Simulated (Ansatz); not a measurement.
**Computed properties of Li**

```xyz
3
Lattice="1.5505 0.8952 7.5883 -1.5505 0.8952 7.5883 0.0000 -1.7904 7.5883" Properties=species:S:1:pos:R:3 pbc="T T T"
Li    0.0000    0.0000    0.0000
Li    0.0000    0.0000    5.0538
Li    0.0000    0.0000   17.7111
```

Atoms are numbered in the order listed.

The structure is an experimental refinement, used without relaxation.

All numbers below come from DFT, PBE, all-electron LAPW, scalar-relativistic in Ansatz 0.2.0.

The runs use a Γ-centred 12×12×12 k mesh, Fermi–Dirac smearing of 0.08 eV, basis error target 1 meV/atom, no spin polarisation.

```yaml
Pressure_at_this_cell: -0.52 GPa
Band_gap: "none: with an odd electron count and no spin polarisation the bands can't all be full, a metal in this set-up (spin order or a larger cell could open a gap)"
Stress_xx_yy_zz_compression_positive: -0.45, -0.45, -0.64 GPa
Largest_force: 0.009 eV/Å on Li3
Density_of_states_at_the_Fermi_level_0.2_eV_bin: 1.59 states/eV per cell
Volume_per_atom: 21.06 Å³
```
